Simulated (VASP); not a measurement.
# AlN in VASP: work function with PBEsol

Aim: the work function of AlN with PBEsol.

Program: VASP 6.6.1. These are calculated values, not measurements. Logs are shortened: lines on timing, memory, paths and dates and some standing lists are left out, and cuts for length are marked.

## (1) The slab as given

The cell holds a slab with vacuum, 8 atoms: a = 3.113 Å, b = 4.981 Å, c = 19.595 Å, α = 90.00°, β = 90.00°, γ = 90.00°.

## (2) Work function, PBEsol

Contents of INCAR:

```
SYSTEM = AlN
PREC     = Accurate       ! precision mode
ENCUT    = 520            ! plane-wave cutoff, eV
EDIFF    = 1E-6           ! SCF threshold, eV
ISMEAR   = 0              ! smearing method
SIGMA    = 0.05           ! smearing width, eV
LREAL    = .FALSE.        ! projectors in reciprocal space
LASPH    = .TRUE.         ! aspherical terms in the spheres
NELM     = 60             ! most SCF steps
ALGO     = Normal         ! electronic algorithm
ISIF     = 2              ! what is computed and relaxed
LWAVE    = .FALSE.        ! write WAVECAR
LCHARG   = .TRUE.         ! write CHGCAR
LDIPOL   = .TRUE.       
IDIPOL   = 3            
DIPOL    = 0.5 0.5 0.500
GGA      = PS             ! functional
LVHAR    = .TRUE.       
LVACPOTAV= .TRUE.       
KPAR     = 8
```

Contents of KPOINTS:

```
regular mesh
0
G
  8 6 1
  0 0 0
```

Contents of POSCAR:

```
AlN                                     
1.0
    3.1130000000      0.0000000000      0.0000000000
    0.0000000000      4.9810000000      0.0000000000
    0.0000000000      0.0000000000     19.5945827760
  Al              N             
     4     4
Direct
     0.0000000001000018    0.0212306029444154    0.4244556057838683
     0.5000000000000000    0.4949340072823192    0.4462454594244883
     0.5000000001000018    0.9949340072823194    0.5537545405755118
     0.0000000000000000    0.5212306029444153    0.5755443942161318
     0.0000000001000018    0.3729373050609954    0.4103199601150886
     0.5000000000000000    0.8708980847122749    0.4538609043307511
     0.5000000001000018    0.3708980847122750    0.5461390956692486
     0.0000000000000000    0.8729373050609955    0.5896800398849112
```

Potentials or basis: VASP PAW PBE potentials, release 64 (Al, N).

On the command line:

```sh
$ cat potpaw_PBE.64/Al/POTCAR potpaw_PBE.64/N/POTCAR > POTCAR
$ mpirun -np 8 vasp_std > vasp.out
```

OUTCAR:

```text
SYSTEM = AlN
   PREC = Accurate
   ENCUT = 520
   EDIFF = 1E-6
   ISMEAR = 0
   LREAL = .FALSE.
   LASPH = .TRUE.
   NELM = 60
   ISIF = 2
   GGA = PS

 ion  position               nearest neighbor table
   1  0.000  0.021  0.424-   5 1.77   6 1.82   6 1.82   2 2.86   2 2.86   3 2.98   3 2.98   2 3.08
                             2 3.08
   2  0.500  0.495  0.446-   5 1.81   5 1.81   6 1.88   7 2.05   1 2.86   1 2.86   4 2.98   4 2.98
                             1 3.08   1 3.08   3 3.26   3 3.26
   3  0.500  0.995  0.554-   8 1.81   8 1.81   7 1.88   6 2.05   4 2.86   4 2.86   1 2.98   1 2.98
                             4 3.08   4 3.08   2 3.26   2 3.26
   4  0.000  0.521  0.576-   8 1.77   7 1.82   7 1.82   3 2.86   3 2.86   2 2.98   2 2.98   3 3.08
                             3 3.08
   5  0.000  0.373  0.410-   1 1.77   2 1.81   2 1.81
   6  0.500  0.871  0.454-   1 1.82   1 1.82   2 1.88   3 2.05
   7  0.500  0.371  0.546-   4 1.82   4 1.82   3 1.88   2 2.05
   8  0.000  0.873  0.590-   4 1.77   3 1.81   3 1.81

  LATTYP: Found a simple orthorhombic cell.
 ALAT       =     3.1130000000
 B/A-ratio  =     1.6000642467
 C/A-ratio  =     6.2944371269

  Lattice vectors:

 A1 = (   3.1130000000,   0.0000000000,   0.0000000000)
 A2 = (   0.0000000000,   4.9810000000,   0.0000000000)
 A3 = (   0.0000000000,   0.0000000000,  19.5945827760)

Analysis of symmetry for initial positions (statically):
=====================================================================
 Subroutine PRICEL returns:
 Original cell was already a primitive cell.

 Routine SETGRP: Setting up the symmetry group for a
 simple orthorhombic supercell.

 Subroutine GETGRP returns: Found  4 space group operations
 (whereof  2 operations were pure point group operations)
 out of a pool of  8 trial point group operations.

The static configuration has the point symmetry C_1h.
 The point group associated with its full space group is C_2v.

Analysis of symmetry for dynamics (positions and initial velocities):
=====================================================================
 Subroutine PRICEL returns:
 Original cell was already a primitive cell.

 Routine SETGRP: Setting up the symmetry group for a
 simple orthorhombic supercell.

 Subroutine GETGRP returns: Found  4 space group operations
 (whereof  2 operations were pure point group operations)
 out of a pool of  8 trial point group operations.

The dynamic configuration has the point symmetry C_1h.
 The point group associated with its full space group is C_2v.

 Subroutine INISYM returns: Found  4 space group operations
 (whereof  2 operations are pure point group operations),
 and found     1 'primitive' translations

----------------------------------------------------------------------------------------

                                     Primitive cell

  volume of cell :     303.8307

  direct lattice vectors                    reciprocal lattice vectors
     3.113000000  0.000000000  0.000000000     0.321233537  0.000000000  0.000000000
     0.000000000  4.981000000  0.000000000     0.000000000  0.200762899  0.000000000
     0.000000000  0.000000000 19.594582776     0.000000000  0.000000000  0.051034514

  length of vectors
     3.113000000  4.981000000 19.594582776     0.321233537  0.200762899  0.051034514

  position of ions in fractional coordinates (direct lattice)
     0.000000000  0.021230603  0.424455606
     0.500000000  0.494934007  0.446245459
     0.500000000  0.994934007  0.553754541
     0.000000000  0.521230603  0.575544394
     0.000000000  0.372937305  0.410319960
     0.500000000  0.870898085  0.453860904
     0.500000000  0.370898085  0.546139096
     0.000000000  0.872937305  0.589680040

  ion indices of the primitive-cell ions
   primitive index   ion index
                 1           1
                 2           2
                 3           3
                 4           4
                 5           5
                 6           6
                 7           7
                 8           8

----------------------------------------------------------------------------------------

 KPOINTS: regular mesh

Automatic generation of k-mesh.
 Grid dimensions read from file:
 generate k-points for:    8    6    1

 Generating k-lattice:

  Cartesian coordinates                     Fractional coordinates (reciprocal lattice)
     0.040154192  0.000000000  0.000000000     0.125000000  0.000000000  0.000000000
     0.000000000  0.033460483  0.000000000     0.000000000  0.166666667  0.000000000
     0.000000000  0.000000000  0.051034514     0.000000000  0.000000000  1.000000000

  Length of vectors
     0.040154192  0.033460483  0.051034514

  Shift w.r.t. Gamma in fractional coordinates (k-lattice)
     0.000000000  0.000000000  0.000000000

 Subroutine IBZKPT returns following result:
 ===========================================

 Found     20 irreducible k-points:

 Following reciprocal coordinates:
            Coordinates               Weight
  0.000000  0.000000  0.000000      1.000000
  0.125000  0.000000  0.000000      2.000000
  0.250000  0.000000  0.000000      2.000000
  0.375000  0.000000  0.000000      2.000000
  0.500000  0.000000  0.000000      1.000000
  0.000000  0.166667  0.000000      2.000000
[... 12 lines left out ...]
  0.375000  0.500000  0.000000      2.000000
  0.500000  0.500000  0.000000      1.000000
   k-points           NKPTS =     20   k-points in BZ     NKDIM =     20   number of bands    NBANDS=     21
   number of dos      NEDOS =    301   number of ions     NIONS =      8
   total plane-waves  NPLWV = 144000
   dimension x,y,z NGX =    24 NGY =   40 NGZ =  150
   dimension x,y,z NGXF=    48 NGYF=   80 NGZF=  300
   ions per type =               4   4
   NGX,Y,Z   is equivalent  to a cutoff of  12.82, 13.35, 12.73 a.u.
   NGXF,Y,Z  is equivalent  to a cutoff of  25.63, 26.70, 25.45 a.u.
 SYSTEM =  AlN
   PREC   = accura    normal or accurate (medium, high low for compatibility)
   ISTART =      0    job   : 0-new  1-cont  2-samecut
   ICHARG =      2    charge: 1-file 2-atom 10-const
   ISPIN  =      1    spin polarized calculation?
   LNONCOLLINEAR =      F non collinear calculations
   LSORBIT =      F    spin-orbit coupling
   LASPH  =      T    aspherical Exc in radial PAW
   ENCUT  =  520.0 eV  38.22 Ry    6.18 a.u.   5.79  9.26 36.43*2*pi/ulx,y,z
   NELM   =     60;   NELMIN=  2; NELMDL= -5     # of ELM steps
   EDIFF  = 0.1E-05   stopping-criterion for ELM
   LREAL  =      F    real-space projection
   EDIFFG = 0.1E-04   stopping-criterion for IOM
   NSW    =      0    number of steps for IOM
   IBRION =     -1    ionic relax: 0-MD 1-quasi-New 2-CG
   NFREE  =      0    steps in history (QN), initial steepest desc. (CG)
   ISIF   =      2    stress and relaxation
   ISYM   =      2    0-nonsym 1-usesym 2-fastsym
   POTIM  = 0.5000    time-step for ionic-motion
   TEBEG  =    0.0;   TEEND  =   0.0 temperature during run
   PSTRESS=    0.0 pullay stress
   NELECT =      32.0000    total number of electrons
   NUPDOWN=      -1.0000    fix difference up-down
   EMIN   =  10.00;   EMAX   =-10.00  energy-range for DOS
   EFERMI =   0.00;   METHOD = LEGACY
   ISMEAR =     0;   SIGMA  =   0.05  broadening in eV -4-tet -1-fermi 0-gaus
   EFERMI_NEDOS =   21; number of points for ismear=-14 and -15
   IALGO  =     38    algorithm
   IMIX   =      4    mixing-type and parameters
     AMIX     =   0.40;   BMIX     =  1.00
     AMIX_MAG =   1.60;   BMIX_MAG =  1.00
  volume/ion in A,a.u.               =      37.98       256.29
  Fermi-wavevector in a.u.,A,eV,Ry     =   0.773121  1.460987  8.132426  0.597716
  Thomas-Fermi vector in A             =   1.874898
   LORBIT       =      0    0 simple, 1 ext, 2 COOP (PROOUT), +10 PAW based schemes
   GGA     = PS    functional components
   LHFCALC =     F    Hartree Fock is set to
   AEXX    =    0.0000 exact exchange contribution
   IVDW    =     0    specifies the selected vdW correction
   LEPSILON=     F    determine dielectric tensor
   LRPA    =     F    only Hartree local field effects (RPA)
 non-spin polarized calculation
 Gauss-broadening in eV      SIGMA  =   0.05
  energy-cutoff  :      520.00
  volume of cell :      303.83
 maximum number of plane-waves:      8238
 NGX is ok and might be reduce to    24
   NGX = 11   NGY = 19   NGZ = 73

 number of electron      31.9999996 magnetization

 dipolmoment           0.000000      0.000000      0.000000 electrons x Angstroem

 Free energy of the ion-electron system (eV)
  ---------------------------------------------------
  ext. energy  EPLUGINS =         0.00000000
  ---------------------------------------------------
  free energy    TOTEN  =       -58.39748656 eV

  energy without entropy =      -58.39748656  energy(sigma->0) =      -58.39748656

 E-fermi :  -2.2049     XC(G=0):  -3.7504

 val. band max:       -2.4600528686   @ k =   0.1250   0.0000   0.0000
 cond. band min:       0.1360536840   @ k =   0.0000   0.0000   0.0000
 fundamental gap:      2.5961065526
 Fermi energy:        -2.2049345265

 k-point     1 :       0.0000    0.0000    0.0000
  band No.  band energies     occupation
      1     -17.5343      2.00000
      2     -16.3503      2.00000
      3     -15.1894      2.00000
      4     -14.6569      2.00000
      5      -8.3456      2.00000
      6      -7.0998      2.00000
[... 13 lines left out ...]
     20       3.2928      0.00000
     21       3.4148      0.00000

 k-point     2 :       0.1250    0.0000    0.0000
  band No.  band energies     occupation
      1     -17.3954      2.00000
      2     -16.2423      2.00000
      3     -15.1112      2.00000
      4     -14.6323      2.00000
      5      -8.1755      2.00000
      6      -6.9542      2.00000
[... 13 lines left out ...]
     20       3.4244      0.00000
     21       3.7243      0.00000
[... 391 lines left out ...]
      5      -7.8230      2.00000
      6      -7.8230      2.00000
[... 13 lines left out ...]
     20       3.4608      0.00000
     21       4.3102      0.00000

 k-point    20 :       0.5000    0.5000    0.0000
  band No.  band energies     occupation
      1     -15.8253      2.00000
      2     -15.8253      2.00000
      3     -14.6664      2.00000
      4     -14.6664      2.00000
      5      -8.1733      2.00000
      6      -8.1733      2.00000
[... 13 lines left out ...]
     20       3.5281      0.00000
     21       3.9158      0.00000

------------------------ aborting loop because EDIFF is reached ----------------------------------------

  FORCE on cell =-STRESS in cart. coord.  units (eV):
  Direction    XX          YY          ZZ          XY          YZ          ZX
  --------------------------------------------------------------------------------------
  -------------------------------------------------------------------------------------
  Total        6.0498817      3.8331416     -0.0592255      0.0000000      0.0000000      0.0000000
  in kB       31.9025784     20.2131391     -0.3123111      0.0000000      0.0000000      0.0000000
  external PRESSURE =      17.2678021 kB  Pullay stress =       0.0000000 kB

 VOLUME and BASIS-vectors are now :
 -----------------------------------------------------------------------------
  energy-cutoff  :      520.00
  volume of cell :      303.83
      direct lattice vectors                 reciprocal lattice vectors
     3.113000000  0.000000000  0.000000000     0.321233537  0.000000000  0.000000000
     0.000000000  4.981000000  0.000000000     0.000000000  0.200762899  0.000000000
     0.000000000  0.000000000 19.594582776     0.000000000  0.000000000  0.051034514

 POSITION                                       TOTAL-FORCE (eV/Angst)
 -----------------------------------------------------------------------------------
      0.00000      0.10575      8.31703         0.000000     -0.003381      0.011668
      1.55650      2.46527      8.74399         0.000000     -0.001851     -0.010590
      1.55650      4.95577     10.85059         0.000000     -0.001851      0.010590
      0.00000      2.59625     11.27755         0.000000     -0.003381     -0.011668
      0.00000      1.85760      8.04005         0.000000     -0.001434      0.004203
      1.55650      4.33794      8.89322         0.000000      0.006666     -0.008731
      1.55650      1.84744     10.70137         0.000000      0.006666      0.008731
      0.00000      4.34810     11.55453         0.000000     -0.001434     -0.004203
 -----------------------------------------------------------------------------------
    total drift:                               -0.000000     -0.000559      0.000002

  FREE ENERGIE OF THE ION-ELECTRON SYSTEM (eV)
  ---------------------------------------------------
  free  energy   TOTEN  =       -58.3974865639 eV

  energy  without entropy=      -58.3974865639  energy(sigma->0) =      -58.39748656

 vacuum level on the upper side and lower side of the slab         3.319         3.319
```

Wall time 56 s (8 MPI ranks of AMD EPYC 7R13 (Zen 3), shared host); peak memory 0.42 GiB.

What came out:

- Free energy: -58.3975 eV
- Largest force: 0.012 eV/Å
- Band gap on the k mesh: 2.60 eV, indirect (least direct gap 2.68 eV)
- Ionisation potential of the upper face: 5.78 eV

Forces on the atoms (eV/Å):
```
Al   0.000 -0.003  0.012
Al   0.000 -0.002 -0.011
Al   0.000 -0.002  0.011
Al   0.000 -0.003 -0.012
N    0.000 -0.001  0.004
N    0.000  0.007 -0.009
N    0.000  0.007  0.009
N    0.000 -0.001 -0.004
```

Levels at points of the mesh, in eV from the valence-band top:
```
           k point  band 12  band 13  band 14  band 15  band 16  band 17  band 18  band 19  band 20  band 21
(0.00, 0.00, 0.00)    -0.74    -0.72    -0.59    -0.44    -0.08     2.60     3.91     5.61     5.75     5.87
(0.50, 0.00, 0.00)    -2.23    -2.02    -1.17    -0.53    -0.15     4.21     4.83     5.68     6.43     6.87
(0.00, 0.50, 0.00)    -1.77    -0.77    -0.77    -0.38    -0.38     3.77     3.77     5.83     5.83     6.39
(0.50, 0.50, 0.00)    -1.57    -1.42    -1.42    -0.18    -0.18     4.30     4.30     5.99     5.99     6.38
```

Caveat: the PAW data sets were made with another functional, which shifts forces and pressure a little.
